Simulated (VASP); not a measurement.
Wanted: the native input for a VASP 6.6.1 run.

* Task: relaxation of cell and atoms
* Functional: PBE
* Potentials or basis: VASP PAW PBE potentials, release 64 (Zr_sv, C)
* Cutoff: 520 eV
* k mesh: 16 × 16 × 16
* Occupations: gaussian, width 0.1 eV
* Spin: no spin polarisation
* Further INCAR settings: ALGO = Fast; EDIFF = 1e-07; AMIX = 0.2; IBRION = 2; EDIFFG = -0.002; NSW = 80; ISIF = 3

The structure of ZrC lies in POSCAR:

```
ZrC
1.0
    0.0000000000      2.3650000000      2.3650000000
    2.3650000000      0.0000000000      2.3650000000
    2.3650000000      2.3650000000      0.0000000000
Zr C
1 1
Direct
    0.5000000000      0.5000000000      0.5000000000
    0.0000000000      0.0000000000      0.0000000000
```

These files were run (other wordings do the same):

INCAR

```
PREC     = Accurate       # precision mode
ENCUT    = 520            # plane-wave cutoff, eV
EDIFF    = 1E-7           # SCF threshold, eV
ISMEAR   = 0              # smearing method
SIGMA    = 0.1            # smearing width, eV
LREAL    = F              # projectors in reciprocal space
LASPH    = T              # aspherical terms in the spheres
NELM     = 80             # most SCF steps
ALGO     = Fast           # electronic algorithm
ISIF     = 3              # what is computed and relaxed
LWAVE    = F              # write WAVECAR
LCHARG   = F              # write CHGCAR
GGA      = PE             # functional
IBRION   = 2              # ionic algorithm
NSW      = 80             # ionic steps
EDIFFG   = -0.002         # ionic threshold
AMIX     = 0.2
```

KPOINTS

```
Automatic mesh
0
Gamma
  16 16 16
```

Potentials or basis: VASP PAW PBE potentials, release 64 (Zr_sv, C).

Run with:

```bash
$ cat potpaw_PBE.64/Zr_sv/POTCAR potpaw_PBE.64/C/POTCAR > POTCAR
$ mpirun -np 1 vasp_std > vasp.out
```

It gave:

```
Relaxed volume                         : 13.06 Å³/atom
Relaxed cell                           : a = 3.331 Å, b = 3.331 Å, c = 3.331 Å, α = 60.00°, β = 60.00°, γ = 60.00°
Space group after relaxing (to 0.05 Å) : Fm-3m (No. 225)
Energy gained by relaxing              : 1.4 meV/atom
Ionic steps                            : 16
Pressure after relaxing                : 0.0 GPa
Band gap on the k mesh                 : none (metal or under the smearing width)
```

It took 4.5 min on 1 thread of Intel(R) Xeon(R) Platinum 8488C (Sapphire Rapids), with other jobs on the host, peak memory 0.2 GiB.
